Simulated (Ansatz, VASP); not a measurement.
# Cross-check of WS2 (Tungstenite) between VASP and Ansatz, part 2 of 3

Wanted: the spread between two codes on one cell, functional and k mesh. The cell is taken from a series of VASP runs on this material, whose earlier steps may have relaxed, scaled or displaced it; both programs get it as it stands.

VASP 6.6.1 and Ansatz 0.2.0.

So far: The structure; VASP: zone-centre phonons, PBEsol.

## 2. VASP: zone-centre phonons, PBEsol (continued)

Level of this step: PBEsol, no spin polarisation; plane waves and PAW (W, S) (VASP).

Parts of OUTCAR (step 2):

```text
ion  position               nearest neighbor table
   1  0.667  0.333  0.750-   4 2.40   6 2.40   4 2.40   6 2.40   4 2.40   6 2.40
   2  0.333  0.667  0.250-   3 2.40   5 2.40   3 2.40   5 2.40   3 2.40   5 2.40
   3  0.667  0.333  0.374-   2 2.40   2 2.40   2 2.40
   4  0.333  0.667  0.874-   1 2.40   1 2.40   1 2.40
   5  0.667  0.333  0.126-   2 2.40   2 2.40   2 2.40
   6  0.333  0.667  0.626-   1 2.40   1 2.40   1 2.40

  LATTYP: Found a hexagonal cell.
 ALAT       =     3.1424328633
 C/A-ratio  =     4.0281617584

 Subroutine GETGRP returns: Found 24 space group operations
 (whereof 12 operations were pure point group operations)

The static configuration has the point symmetry D_3d.
 The point group associated with its full space group is D_6h.

 Found     20 irreducible k-points:

   k-points           NKPTS =     20   k-points in BZ     NKDIM =     20   number of bands    NBANDS=     24

   dimension x,y,z NGX =    24 NGY =   24 NGZ =   90
   dimension x,y,z NGXF=    48 NGYF=   48 NGZF=  180

   ENCUT  =  450.0 eV  33.07 Ry    5.75 a.u.   5.44  5.44 21.89*2*pi/ulx,y,z

   NELECT =      36.0000    total number of electrons

 k-points in reciprocal lattice and weights: Automatic mesh
   0.00000000  0.00000000  0.00000000       0.008
   0.12500000 -0.00000000  0.00000000       0.047
   0.25000000 -0.00000000  0.00000000       0.047
   0.37500000 -0.00000000  0.00000000       0.047
   0.50000000 -0.00000000  0.00000000       0.023
   0.12500000  0.12500000  0.00000000       0.047
   0.25000000  0.12500000  0.00000000       0.094
   0.37500000  0.12500000  0.00000000       0.094
   0.25000000  0.25000000  0.00000000       0.047
[...]
0.25000000  0.25000000  0.50000000       0.047
   0.37500000  0.25000000  0.50000000       0.047

 average (electrostatic) potential at core
       1 -39.8277       2 -39.8277       3 -85.9929       4 -85.9929       5 -85.9929
       6 -85.9929

  Total       -0.0116614     -0.0116614      0.0098617      0.0000000      0.0000000      0.0000000
  in kB       -0.1725935     -0.1725935      0.1459574      0.0000000      0.0000000      0.0000000
  external PRESSURE =      -0.0664099 kB  Pullay stress =       0.0000000 kB

  energy-cutoff  :      450.00
  volume of cell :      108.25
      direct lattice vectors                 reciprocal lattice vectors
     3.142432863  0.000000000  0.000000000     0.318224778  0.183727161  0.000000000
    -1.571216432  2.721426689  0.000000000     0.000000000  0.367454322  0.000000000
     0.000000000  0.000000000 12.658227888     0.000000000  0.000000000  0.079000000

 POSITION                                       TOTAL-FORCE (eV/Angst)
 -----------------------------------------------------------------------------------
      1.57122      0.90714      9.49367         0.000000     -0.000000      0.000000
     -0.00000      1.81428      3.16456        -0.000000     -0.000000      0.000000
[...]
2    -0.00000     0.33481     0.00000
    3    -0.00000    -0.00000     0.21127

 Eigenvectors and eigenvalues of the dynamical matrix
 ----------------------------------------------------

   1 f  =   13.206431 THz    82.978454 2PiTHz  440.519127 cm-1    54.617386 meV
             X         Y         Z           dx          dy          dz
      1.571216  0.907142  9.493671    -0.000000   -0.000000   -0.357123
     -0.000000  1.814284  3.164557     0.000000   -0.000000    0.357123
      1.571216  0.907142  4.732393    -0.000000    0.000000   -0.431546
     -0.000000  1.814284 11.061507     0.000000    0.000000    0.431546
      1.571216  0.907142  1.596721    -0.000000    0.000000   -0.431546
     -0.000000  1.814284  7.925835     0.000000    0.000000    0.431546

   2 f  =   13.145148 THz    82.593398 2PiTHz  438.474927 cm-1    54.363938 meV
             X         Y         Z           dx          dy          dz
      1.571216  0.907142  9.493671    -0.000000    0.000000    0.359568
     -0.000000  1.814284  3.164557     0.000000   -0.000000    0.359568
      1.571216  0.907142  4.732393    -0.000000    0.000000   -0.430529
     -0.000000  1.814284 11.061507     0.000000   -0.000000   -0.430529
      1.571216  0.907142  1.596721    -0.000000    0.000000   -0.430529
     -0.000000  1.814284  7.925835     0.000000   -0.000000   -0.430529

   3 f  =   12.625467 THz    79.328148 2PiTHz  421.140243 cm-1    52.214712 meV
             X         Y         Z           dx          dy          dz
      1.571216  0.907142  9.493671     0.000000    0.000000   -0.000000
     -0.000000  1.814284  3.164557     0.000000    0.000000    0.000000
      1.571216  0.907142  4.732393    -0.000000   -0.000000   -0.500000
     -0.000000  1.814284 11.061507    -0.000000   -0.000000   -0.500000
      1.571216  0.907142  1.596721    -0.000000   -0.000000    0.500000
     -0.000000  1.814284  7.925835    -0.000000   -0.000000    0.500000

   4 f  =   12.602898 THz    79.186345 2PiTHz  420.387435 cm-1    52.121376 meV
             X         Y         Z           dx          dy          dz
      1.571216  0.907142  9.493671     0.000000    0.000000   -0.000000
     -0.000000  1.814284  3.164557    -0.000000   -0.000000   -0.000000
      1.571216  0.907142  4.732393     0.000000    0.000000    0.500000
     -0.000000  1.814284 11.061507    -0.000000   -0.000000   -0.500000
      1.571216  0.907142  1.596721     0.000000    0.000000   -0.500000
     -0.000000  1.814284  7.925835    -0.000000   -0.000000    0.500000

   5 f  =   10.719836 THz    67.354713 2PiTHz  357.575224 cm-1    44.333658 meV
             X         Y         Z           dx          dy          dz
      1.571216  0.907142  9.493671     0.265329   -0.240728    0.000000
     -0.000000  1.814284  3.164557    -0.265329    0.240728   -0.000000
      1.571216  0.907142  4.732393     0.319257   -0.289655   -0.000000
     -0.000000  1.814284 11.061507    -0.319257    0.289655   -0.000000
      1.571216  0.907142  1.596721     0.319257   -0.289655    0.000000
     -0.000000  1.814284  7.925835    -0.319257    0.289655    0.000000

   6 f  =   10.719836 THz    67.354713 2PiTHz  357.575224 cm-1    44.333658 meV
             X         Y         Z           dx          dy          dz
      1.571216  0.907142  9.493671     0.240728    0.265329   -0.000000
     -0.000000  1.814284  3.164557    -0.240728   -0.265329    0.000000
      1.571216  0.907142  4.732393     0.289655    0.319257   -0.000000
     -0.000000  1.814284 11.061507    -0.289655   -0.319257    0.000000
      1.571216  0.907142  1.596721     0.289655    0.319257    0.000000
     -0.000000  1.814284  7.925835    -0.289655   -0.319257   -0.000000

   7 f  =   10.715435 THz    67.327062 2PiTHz  357.428426 cm-1    44.315457 meV
             X         Y         Z           dx          dy          dz
      1.571216  0.907142  9.493671     0.266306   -0.241617    0.000000
     -0.000000  1.814284  3.164557     0.266306   -0.241617    0.000000
      1.571216  0.907142  4.732393    -0.318847    0.289288    0.000000
     -0.000000  1.814284 11.061507    -0.318847    0.289288   -0.000000
      1.571216  0.907142  1.596721    -0.318847    0.289288   -0.000000
     -0.000000  1.814284  7.925835    -0.318847    0.289288    0.000000

   8 f  =   10.715435 THz    67.327062 2PiTHz  357.428426 cm-1    44.315457 meV
             X         Y         Z           dx          dy          dz
      1.571216  0.907142  9.493671     0.241617    0.266306   -0.000000
     -0.000000  1.814284  3.164557     0.241617    0.266306   -0.000000
      1.571216  0.907142  4.732393    -0.289288   -0.318847    0.000000
     -0.000000  1.814284 11.061507    -0.289288   -0.318847    0.000000
      1.571216  0.907142  1.596721    -0.289288   -0.318847   -0.000000
     -0.000000  1.814284  7.925835    -0.289288   -0.318847   -0.000000

   9 f  =    8.960300 THz    56.299226 2PiTHz  298.883440 cm-1    37.056807 meV
             X         Y         Z           dx          dy          dz
      1.571216  0.907142  9.493671    -0.000000    0.000000   -0.000000
     -0.000000  1.814284  3.164557     0.000000    0.000000   -0.000000
      1.571216  0.907142  4.732393    -0.370304    0.335969   -0.000000
     -0.000000  1.814284 11.061507    -0.370304    0.335969   -0.000000
      1.571216  0.907142  1.596721     0.370304   -0.335969    0.000000
     -0.000000  1.814284  7.925835     0.370304   -0.335969   -0.000000

  10 f  =    8.960300 THz    56.299226 2PiTHz  298.883440 cm-1    37.056807 meV
             X         Y         Z           dx          dy          dz
      1.571216  0.907142  9.493671     0.000000    0.000000    0.000000
     -0.000000  1.814284  3.164557     0.000000   -0.000000    0.000000
      1.571216  0.907142  4.732393    -0.335969   -0.370304    0.000000
     -0.000000  1.814284 11.061507    -0.335969   -0.370304   -0.000000
      1.571216  0.907142  1.596721     0.335969    0.370304    0.000000
     -0.000000  1.814284  7.925835     0.335969    0.370304    0.000000

  11 f  =    8.909731 THz    55.981490 2PiTHz  297.196632 cm-1    36.847670 meV
             X         Y         Z           dx          dy          dz
      1.571216  0.907142  9.493671    -0.000000   -0.000000   -0.000000
     -0.000000  1.814284  3.164557     0.000000   -0.000000    0.000000
      1.571216  0.907142  4.732393     0.370304   -0.335969    0.000000
     -0.000000  1.814284 11.061507    -0.370304    0.335969   -0.000000
      1.571216  0.907142  1.596721    -0.370304    0.335969   -0.000000
     -0.000000  1.814284  7.925835     0.370304   -0.335969   -0.000000

  12 f  =    8.909731 THz    55.981490 2PiTHz  297.196632 cm-1    36.847670 meV
             X         Y         Z           dx          dy          dz
      1.571216  0.907142  9.493671    -0.000000   -0.000000   -0.000000
     -0.000000  1.814284  3.164557    -0.000000   -0.000000    0.000000
      1.571216  0.907142  4.732393    -0.335969   -0.370304    0.000000
     -0.000000  1.814284 11.061507     0.335969    0.370304    0.000000
      1.571216  0.907142  1.596721     0.335969    0.370304    0.000000
     -0.000000  1.814284  7.925835    -0.335969   -0.370304   -0.000000

  13 f  =    0.803842 THz     5.050686 2PiTHz   26.813270 cm-1     3.324420 meV
             X         Y         Z           dx          dy          dz
      1.571216  0.907142  9.493671     0.000000    0.000000    0.610298
     -0.000000  1.814284  3.164557    -0.000000   -0.000000   -0.610298
      1.571216  0.907142  4.732393    -0.000000   -0.000000   -0.252524
     -0.000000  1.814284 11.061507     0.000000    0.000000    0.252524
      1.571216  0.907142  1.596721    -0.000000   -0.000000   -0.252524
     -0.000000  1.814284  7.925835     0.000000    0.000000    0.252524
    [... 43 further lines ...]
      1.571216  0.907142  1.596721     0.000000    0.000000   -0.254253
     -0.000000  1.814284  7.925835     0.000000    0.000000   -0.254253

 MACROSCOPIC STATIC DIELECTRIC TENSOR IONIC CONTRIBUTION
 ------------------------------------------------------
           0.067114    -0.000000    -0.000000
          -0.000000     0.067114    -0.000000
          -0.000000    -0.000000     0.017757
 ------------------------------------------------------

 ELASTIC MODULI CONTR FROM IONIC RELAXATION (kBar)
 Direction    XX          YY          ZZ          XY          YZ          ZX
 --------------------------------------------------------------------------------
 XX        -527.6095   -322.0077  -1113.5090      0.0000     -0.0000     -0.0000
 YY        -322.0077   -527.6095  -1113.5090      0.0000     -0.0000      0.0000
 ZZ       -1113.5090  -1113.5090  -2918.7316      0.0000      0.0000      0.0000
 XY           0.0000      0.0000      0.0000   -102.8009      0.0000     -0.0000
 YZ           0.0000     -0.0000      0.0000      0.0000  -1511.7136      0.0000
 ZX          -0.0000      0.0000      0.0000     -0.0000      0.0000  -1279.9201
 --------------------------------------------------------------------------------

 PIEZOELECTRIC TENSOR IONIC CONTR  for field in x, y, z        (C/m^2)
          XX          YY          ZZ          XY          YZ          ZX
  --------------------------------------------------------------------------------
  x     0.00000    -0.00000    -0.00000    -0.00000    -0.00000    -0.00000
  y    -0.00000     0.00000    -0.00000    -0.00000    -0.00000     0.00000
  z     0.00000    -0.00000     0.00000    -0.00000    -0.00000     0.00000
```

This run has no spin polarisation, so a moment on W, if there is one, isn't seen. The dielectric response converges more slowly with the mesh than energies do, so tensor and charges may still move on a finer one. The data set W keeps the semicore shell frozen, which is cheaper and a little less accurate.

(Part 2 of 3 ends here.)

[Lines on the potential files, build, host, timing and source positions are cut from VASP's logs without a mark.]

[Logs are printed without paths, hosts, clocks, repeated set-up lines and the standing remarks that a program may print on its own settings, such as how far it seeks lower states.]

[Hosts, paths, dates, database ids (printed as entryN), source tags and the programs' standing remarks are cut or masked in the printed files.]
